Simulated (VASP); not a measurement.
# Al2Cu (Khatyrkite) (I4/mcm) in VASP: further runs

One crystal, Al2Cu (Khatyrkite), is run at these levels: PBEsol; tasks: relaxation of cell and atoms.

Everything below comes from runs of VASP 6.6.1. Logs are shortened: lines on timing, memory, paths and dates and some standing lists are left out, and cuts for length are marked.

## (1) The structure

The structure is tetragonal, space group I4/mcm (No. 140). Conventional cell: a = 6.067 Å, b = 6.067 Å, c = 4.877 Å, α = 90.00°, β = 90.00°, γ = 90.00°. Al (site symmetry m2m) has 4 Cu at 2.59 Å and 3 Al at 2.71 to 2.90 Å as nearest neighbours. Cu (site symmetry 422) is surrounded by 2 Cu at 2.44 Å and 8 Al at 2.59 Å.

## (2) Relaxation of cell and atoms, PBEsol

File INCAR:

```
PREC     = Accurate       # precision mode
ENCUT    = 600            # plane-wave cutoff, eV
EDIFF    = 1E-6           # SCF threshold, eV
ISMEAR   = 1              # smearing method
SIGMA    = 0.1            # smearing width, eV
LREAL    = False          # projectors in reciprocal space
LASPH    = True           # aspherical terms in the spheres
NELM     = 80             # most SCF steps
ALGO     = Normal         # electronic algorithm
ISIF     = 3              # what is computed and relaxed
LWAVE    = False          # write WAVECAR
LCHARG   = False          # write CHGCAR
GGA      = PS             # functional
IBRION   = 2              # ionic algorithm
NSW      = 90             # ionic steps
EDIFFG   = -0.01          # ionic threshold
KPAR     = 2
```

File KPOINTS:

```
regular mesh
0
Gamma
  10 10 10
```

File POSCAR:

```
Al2Cu
1.0
   -3.0335000000      3.0335000000      2.4385000000
    3.0335000000     -3.0335000000      2.4385000000
    3.0335000000      3.0335000000     -2.4385000000
Al Cu
4 2
Direct
    0.6581000000      0.1581000000      0.8162000000
    0.1581000000      0.3419000000      0.5000000000
    0.3419000000      0.8419000000      0.1838000000
    0.8419000000      0.6581000000      0.5000000000
    0.2500000000      0.2500000000      0.0000000000
    0.7500000000      0.7500000000      0.0000000000
```

Potentials or basis: VASP PAW PBE potentials, release 64 (Al, Cu).

On the command line:

```sh
$ cat potpaw_PBE.64/Al/POTCAR potpaw_PBE.64/Cu/POTCAR > POTCAR
$ mpirun -np 2 vasp_std > vasp.out
```

OUTCAR:

```text
PREC = Accurate
   ENCUT = 600
   EDIFF = 1E-6
   ISMEAR = 1
   LREAL = False
   LASPH = True
   NELM = 80
   ISIF = 3
   GGA = PS
   IBRION = 2
   NSW = 90
   EDIFFG = -0.01

 ion  position               nearest neighbor table
   1  0.658  0.158  0.816-   5 2.59   6 2.59   5 2.59   6 2.59   3 2.71   3 2.90   3 2.90   2 3.10
                             4 3.10   4 3.10   2 3.10   2 3.23   4 3.23   4 3.23   2 3.23
   2  0.158  0.342  0.500-   5 2.59   5 2.59   6 2.59   6 2.59   4 2.71   4 2.90   4 2.90   1 3.10
                             3 3.10   1 3.10   3 3.10   1 3.23   3 3.23   3 3.23   1 3.23
   3  0.342  0.842  0.184-   5 2.59   6 2.59   5 2.59   6 2.59   1 2.71   1 2.90   1 2.90   4 3.10
                             2 3.10   2 3.10   4 3.10   4 3.23   2 3.23   4 3.23   2 3.23
   4  0.842  0.658  0.500-   6 2.59   6 2.59   5 2.59   5 2.59   2 2.71   2 2.90   2 2.90   1 3.10
                             3 3.10   1 3.10   3 3.10   1 3.23   3 3.23   1 3.23   3 3.23
   5  0.250  0.250  0.000-   6 2.44   6 2.44   1 2.59   3 2.59   1 2.59   3 2.59   2 2.59   2 2.59
                             4 2.59   4 2.59
   6  0.750  0.750  0.000-   5 2.44   5 2.44   1 2.59   3 2.59   1 2.59   3 2.59   4 2.59   4 2.59
                             2 2.59   2 2.59

  LATTYP: Found a body centered tetragonal cell.
 ALAT       =     6.0670000000
 C/A-ratio  =     0.8038569309

  Lattice vectors:

 A1 = (  -3.0335000000,   3.0335000000,   2.4385000000)
 A2 = (   3.0335000000,  -3.0335000000,   2.4385000000)
 A3 = (   3.0335000000,   3.0335000000,  -2.4385000000)

Analysis of symmetry for initial positions (statically):
=====================================================================
 Subroutine PRICEL returns:
 Original cell was already a primitive cell.

 Routine SETGRP: Setting up the symmetry group for a
 body centered tetragonal supercell.

 Subroutine GETGRP returns: Found 16 space group operations
 (whereof  8 operations were pure point group operations)
 out of a pool of 16 trial point group operations.

The static configuration has the point symmetry C_4h.
 The point group associated with its full space group is D_4h.

Analysis of symmetry for dynamics (positions and initial velocities):
=====================================================================
 Subroutine PRICEL returns:
 Original cell was already a primitive cell.

 Routine SETGRP: Setting up the symmetry group for a
 body centered tetragonal supercell.

 Subroutine GETGRP returns: Found 16 space group operations
 (whereof  8 operations were pure point group operations)
 out of a pool of 16 trial point group operations.

The dynamic configuration has the point symmetry C_4h.
 The point group associated with its full space group is D_4h.

 Subroutine INISYM returns: Found 16 space group operations
 (whereof  8 operations are pure point group operations),
 and found     1 'primitive' translations

----------------------------------------------------------------------------------------

                                     Primitive cell

  volume of cell :      89.7575

  direct lattice vectors                    reciprocal lattice vectors
    -3.033500000  3.033500000  2.438500000     0.000000000  0.164826108  0.205044084
     3.033500000 -3.033500000  2.438500000     0.164826108  0.000000000  0.205044084
     3.033500000  3.033500000 -2.438500000     0.164826108  0.164826108  0.000000000

  length of vectors
     4.934625290  4.934625290  4.934625290     0.263079309  0.263079309  0.233099318

  position of ions in fractional coordinates (direct lattice)
     0.658100000  0.158100000  0.816200000
     0.158100000  0.341900000  0.500000000
     0.341900000  0.841900000  0.183800000
     0.841900000  0.658100000  0.500000000
     0.250000000  0.250000000  0.000000000
     0.750000000  0.750000000  0.000000000

  ion indices of the primitive-cell ions
   primitive index   ion index
                 1           1
                 2           2
                 3           3
                 4           4
                 5           5
                 6           6

----------------------------------------------------------------------------------------

 KPOINTS: regular mesh

Automatic generation of k-mesh.
 Grid dimensions read from file:
 generate k-points for:   10   10   10

 Generating k-lattice:

  Cartesian coordinates                     Fractional coordinates (reciprocal lattice)
     0.000000000  0.016482611  0.020504408     0.100000000  0.000000000 -0.000000000
     0.016482611  0.000000000  0.020504408     0.000000000  0.100000000 -0.000000000
     0.016482611  0.016482611  0.000000000     0.000000000  0.000000000  0.100000000

  Length of vectors
     0.026307931  0.026307931  0.023309932

  Shift w.r.t. Gamma in fractional coordinates (k-lattice)
     0.000000000  0.000000000  0.000000000

 Subroutine IBZKPT returns following result:
 ===========================================

 Found    102 irreducible k-points:

 Following reciprocal coordinates:
            Coordinates               Weight
  0.000000  0.000000  0.000000      1.000000
  0.100000 -0.000000  0.000000      8.000000
  0.200000 -0.000000  0.000000      8.000000
  0.300000  0.000000  0.000000      8.000000
  0.400000  0.000000  0.000000      8.000000
  0.500000 -0.000000  0.000000      4.000000
[... 16 lines left out ...]
  0.300000  0.300000  0.000000      8.000000
  0.400000  0.300000  0.000000     16.000000
 [... further k-points ...]
   k-points           NKPTS =    102   k-points in BZ     NKDIM =    102   number of bands    NBANDS=     21
   number of dos      NEDOS =    301   number of ions     NIONS =      6
   total plane-waves  NPLWV =  64000
   dimension x,y,z NGX =    40 NGY =   40 NGZ =   40
   dimension x,y,z NGXF=    80 NGYF=   80 NGZF=   80
   ions per type =               4   2
   NGX,Y,Z   is equivalent  to a cutoff of  13.48, 13.48, 13.48 a.u.
   NGXF,Y,Z  is equivalent  to a cutoff of  26.95, 26.95, 26.95 a.u.
 SYSTEM =  unknown system
   PREC   = accura    normal or accurate (medium, high low for compatibility)
   ISTART =      0    job   : 0-new  1-cont  2-samecut
   ICHARG =      2    charge: 1-file 2-atom 10-const
   ISPIN  =      1    spin polarized calculation?
   LNONCOLLINEAR =      F non collinear calculations
   LSORBIT =      F    spin-orbit coupling
   LASPH  =      T    aspherical Exc in radial PAW
   ENCUT  =  600.0 eV  44.10 Ry    6.64 a.u.   9.86  9.86  9.86*2*pi/ulx,y,z
   NELM   =     80;   NELMIN=  2; NELMDL= -5     # of ELM steps
   EDIFF  = 0.1E-05   stopping-criterion for ELM
   LREAL  =      F    real-space projection
   EDIFFG = -.1E-01   stopping-criterion for IOM
   NSW    =     90    number of steps for IOM
   IBRION =      2    ionic relax: 0-MD 1-quasi-New 2-CG
   NFREE  =      1    steps in history (QN), initial steepest desc. (CG)
   ISIF   =      3    stress and relaxation
   ISYM   =      2    0-nonsym 1-usesym 2-fastsym
   POTIM  = 0.5000    time-step for ionic-motion
   TEBEG  =    0.0;   TEEND  =   0.0 temperature during run
   PSTRESS=    0.0 pullay stress
   NELECT =      34.0000    total number of electrons
   NUPDOWN=      -1.0000    fix difference up-down
   EMIN   =  10.00;   EMAX   =-10.00  energy-range for DOS
   EFERMI =   0.00;   METHOD = LEGACY
   ISMEAR =     1;   SIGMA  =   0.10  broadening in eV -4-tet -1-fermi 0-gaus
   EFERMI_NEDOS =   21; number of points for ismear=-14 and -15
   IALGO  =     38    algorithm
   IMIX   =      4    mixing-type and parameters
     AMIX     =   0.40;   BMIX     =  1.00
     AMIX_MAG =   1.60;   BMIX_MAG =  1.00
  volume/ion in A,a.u.               =      14.96       100.95
  Fermi-wavevector in a.u.,A,eV,Ry     =   1.184525  2.238428 19.090326  1.403099
  Thomas-Fermi vector in A             =   2.320737
   LORBIT       =      0    0 simple, 1 ext, 2 COOP (PROOUT), +10 PAW based schemes
   GGA     = PS    functional components
   LHFCALC =     F    Hartree Fock is set to
   AEXX    =    0.0000 exact exchange contribution
   IVDW    =     0    specifies the selected vdW correction
   LEPSILON=     F    determine dielectric tensor
   LRPA    =     F    only Hartree local field effects (RPA)
 conjugate gradient relaxation of ions
 non-spin polarized calculation
 Methfessel and Paxton  Order N= 1 SIGMA  =   0.10
  energy-cutoff  :      600.00
  volume of cell :       89.76
 maximum number of plane-waves:      3020
   NGX = 19   NGY = 19   NGZ = 19

--------------------------------------- Ionic step        1  -------------------------------------------

 number of electron      33.9999978 magnetization

 Free energy of the ion-electron system (eV)
  ---------------------------------------------------
  ext. energy  EPLUGINS =         0.00000000
  ---------------------------------------------------
  free energy    TOTEN  =       -25.98247541 eV

  energy without entropy =      -25.98192922  energy(sigma->0) =      -25.98229335

------------------------ aborting loop because EDIFF is reached ----------------------------------------

  FORCE on cell =-STRESS in cart. coord.  units (eV):
  Direction    XX          YY          ZZ          XY          YZ          ZX
  --------------------------------------------------------------------------------------
  -------------------------------------------------------------------------------------
  Total       -1.9529597     -1.9529597     -1.9205755      0.0000000      0.0000000      0.0000000
  in kB      -34.8604599    -34.8604599    -34.2823996      0.0000000      0.0000000      0.0000000
  external PRESSURE =     -34.6677732 kB  Pullay stress =       0.0000000 kB
[... 185 lines left out ...]
  energy  without entropy=      -26.0137865012  energy(sigma->0) =      -26.01418677

--------------------------------------- Ionic step        6  -------------------------------------------

 number of electron      33.9999996 magnetization

 Free energy of the ion-electron system (eV)
  ---------------------------------------------------
  ext. energy  EPLUGINS =         0.00000000
  ---------------------------------------------------
  free energy    TOTEN  =       -26.01497230 eV

  energy without entropy =      -26.01502515  energy(sigma->0) =      -26.01498992

 E-fermi :   8.1706     XC(G=0): -11.0641

 val. band max:        8.1541807834   @ k =  -0.2000   0.4000   0.1000
 cond. band min:       8.1732529026   @ k =  -0.1000   0.3000   0.1000
 fundamental gap:      0.0190721192
 Fermi energy:         8.1706465124

 k-point     1 :       0.0000    0.0000    0.0000
  band No.  band energies     occupation
      1      -2.7544      2.00000
      2       2.7412      2.00000
      3       2.9363      2.00000
      4       2.9363      2.00000
      5       2.9632      2.00000
      6       3.8791      2.00000
[... 550 lines left out ...]
      5       3.3319      2.00000
      6       3.4920      2.00000
[... 13 lines left out ...]
     20      10.8795      0.00000
     21      11.5697      0.00000

 [... further k-points ...]

------------------------ aborting loop because EDIFF is reached ----------------------------------------

  FORCE on cell =-STRESS in cart. coord.  units (eV):
  Direction    XX          YY          ZZ          XY          YZ          ZX
  --------------------------------------------------------------------------------------
  -------------------------------------------------------------------------------------
  Total       -0.0399120     -0.0399120      0.0162536      0.0000000      0.0000000      0.0000000
  in kB       -0.7351027     -0.7351027      0.2993606      0.0000000      0.0000000      0.0000000
  external PRESSURE =      -0.3902816 kB  Pullay stress =       0.0000000 kB
[... 21 lines left out ...]
  FREE ENERGIE OF THE ION-ELECTRON SYSTEM (eV)
  ---------------------------------------------------
  free  energy   TOTEN  =       -26.0149723033 eV

  energy  without entropy=      -26.0150251486  energy(sigma->0) =      -26.01498992

 reached required accuracy - stopping structural energy minimisation
```

It took 3.6 min on 2 MPI ranks of Intel Xeon 6975P-C (Granite Rapids), shared host; peak memory 0.39 GiB.

What came out:

```
Free energy                            : -26.0150 eV
Relaxed volume                         : 14.50 Å³/atom
Relaxed cell                           : a = 4.882 Å, b = 4.882 Å, c = 4.882 Å, α = 104.21°, β = 104.21°, γ = 120.59°
Space group after relaxing (to 0.05 Å) : I4/mcm (No. 140)
Energy gained by relaxing              : 5.4 meV/atom
Ionic steps                            : 6
Pressure after relaxing                : 0.0 GPa
Largest force after relaxing           : 0.005 eV/Å
Band gap on the k mesh                 : none (metal or under the smearing width)
```

Forces in eV/Å, atoms in the order of the input:
```
Al  -0.003 -0.003  0.000
Al   0.003 -0.003  0.000
Al   0.003  0.003  0.000
Al  -0.003  0.003  0.000
Cu   0.000  0.000  0.000
Cu   0.000  0.000  0.000
```

Stress tensor (GPa, compression positive):
```
-0.07  0.00  0.00
 0.00 -0.07  0.00
 0.00  0.00  0.03
```

The path:
```csv
step,energy change (eV),largest force (eV/Å),pressure (GPa),volume (Å³)
1,0.0000,0.1014,-3.47,89.76
2,-0.0252,0.0333,1.33,85.62
3,-0.0314,0.0573,0.09,86.89
4,-0.0313,0.0581,-0.09,86.94
5,-0.0319,0.0407,-0.11,86.96
6,-0.0325,0.0046,-0.04,86.99
```

Final structure:
```yaml
crystal:
  lattice:
    - [-2.99835, 2.99835, 2.41903]
    - [2.99835, -2.99835, 2.41903]
    - [2.99835, 2.99835, -2.41903]
  atoms:
    - { symbol: Al, position: [0.65953, 0.15953, 0.81906] }
    - { symbol: Al, position: [0.15953, 0.34047, 0.50000] }
    - { symbol: Al, position: [0.34047, 0.84047, 0.18094] }
    - { symbol: Al, position: [0.84047, 0.65953, 0.50000] }
    - { symbol: Cu, position: [0.25000, 0.25000, 0.00000] }
    - { symbol: Cu, position: [0.75000, 0.75000, 0.00000] }
```

Caveat: the PAW data sets were made with another functional, which shifts forces and pressure a little.

## (3) Relaxation of cell and atoms, PBEsol

This run uses another cell than the first one, of 14.50 Å³/atom, 0.969 times its volume.

INCAR: that of step 2 with these lines changed.

```diff
@@ -2,3 +2,3 @@
 ENCUT    = 600            # plane-wave cutoff, eV
-EDIFF    = 1E-6           # SCF threshold, eV
+EDIFF    = 1E-7           # SCF threshold, eV
 ISMEAR   = 1              # smearing method
@@ -15,3 +15,3 @@
 NSW      = 90             # ionic steps
-EDIFFG   = -0.01          # ionic threshold
+EDIFFG   = -0.005         # ionic threshold
 KPAR     = 2
```

KPOINTS is that of step 2.

File POSCAR:

```
Al2Cu                                   
1.0
   -2.9983542028      2.9983542028      2.4190254175
    2.9983542028     -2.9983542028      2.4190254175
    2.9983542028      2.9983542028     -2.4190254175
  Al              Cu            
     4     2
Direct
     0.6595307383963618    0.1595307383963618    0.8190614767927306
     0.1595307383963618    0.3404692616036383    0.5000000000000000
     0.3404692616036383    0.8404692616036382    0.1809385232072694
     0.8404692616036382    0.6595307383963618    0.5000000000000000
     0.2500000000000000    0.2500000000000000    0.0000000000000000
     0.7500000000000000    0.7500000000000000    0.0000000000000000
```

Potentials or basis: VASP PAW PBE potentials, release 64 (Al, Cu).

On the command line:

```sh
$ cat potpaw_PBE.64/Al/POTCAR potpaw_PBE.64/Cu/POTCAR > POTCAR
$ mpirun -np 2 vasp_std > vasp.out
```

Run time: 1.8 min. Hardware: 2 MPI ranks of Intel Xeon 6975P-C (Granite Rapids), shared host; peak memory 0.37 GiB.

Results (log left out):

| Item | Value |
| --- | --- |
| Free energy | -26.0147 eV |
| Relaxed volume | 14.49 Å³/atom |
| Relaxed cell | a = 4.880 Å, b = 4.880 Å, c = 4.880 Å, α = 104.22°, β = 104.22°, γ = 120.57° |
| Space group after relaxing (to 0.05 Å) | I4/mcm (No. 140) |
| Energy gained by relaxing | 0.0 meV/atom |
| Ionic steps | 2 |
| Pressure after relaxing | 0.0 GPa |
| Band gap on the k mesh | none (metal or under the smearing width) |

Forces on the atoms (eV/Å):
```
Al  -0.002 -0.002  0.000
Al   0.002 -0.002  0.000
Al   0.002  0.002  0.000
Al  -0.002  0.002  0.000
Cu   0.000  0.000  0.000
Cu   0.000  0.000  0.000
```

Final structure:
```
Al Cu
1.0
    -2.99702    2.99702    2.41901
     2.99702   -2.99702    2.41901
     2.99702    2.99702   -2.41901
Al Cu
4 2
Direct
  0.65951 0.15951 0.81901
  0.15951 0.34049 0.50000
  0.34049 0.84049 0.18099
  0.84049 0.65951 0.50000
  0.25000 0.25000 0.00000
  0.75000 0.75000 0.00000
```

Levels at points of the mesh, in eV from the Fermi level:
```
           k point  band 15  band 16  band 17  band 18  band 19  band 20
(0.00, 0.00, 0.00)    -1.43    -1.25    -1.25    -0.83    -0.22     0.10
(0.50, 0.00, 0.00)    -2.63    -2.63     0.26     0.26     4.14     4.14
(0.50, 0.50, 0.00)    -1.48    -1.28    -0.89    -0.68     0.85     1.31
(0.50, 0.50, 0.50)    -3.29    -1.84     2.63     2.97     2.97     3.38
```

Caveat: the PAW data sets were made with another functional, which shifts forces and pressure a little.
